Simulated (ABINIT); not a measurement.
Al in ABINIT: the effect of functional

The system is Al.

```
CELL_PARAMETERS angstrom
-1.59122 1.59122 1.59122
1.59122 -1.59122 1.59122
1.59122 1.59122 -1.59122
ATOMIC_POSITIONS crystal
Al 0.00000 0.00000 0.00000
```

This isn't the form of Al at room conditions, which is fcc.

Alike in all runs:

- Program: ABINIT 10.8.3 (patched build)
- Task: equation of state
- k mesh: 12 × 12 × 12
- Occupations: fermi-dirac, width 0.05 eV
- Spin: no spin polarisation

```tsv
functional	potentials or basis	cutoff	V0 of scaled cells (Å³/atom)	B0 (GPa)
LDA	JTH PAW LDA v2.0	408 eV	16.22	74
PBEsol	JTH PAW PBE v2.0	408 eV	16.66	74
r2SCAN	JTH PAW PBE v2.0	490 eV	?	?
```

**Question.** What does the run with functional r2SCAN give?

**Answer.** V0 of scaled cells 16.32 Å³/atom; B0 80 GPa.

Caveats: pressures at fixed basis lie under the slope of the energies; the PAW data sets were made with another functional, which shifts forces and pressure a little (some runs).
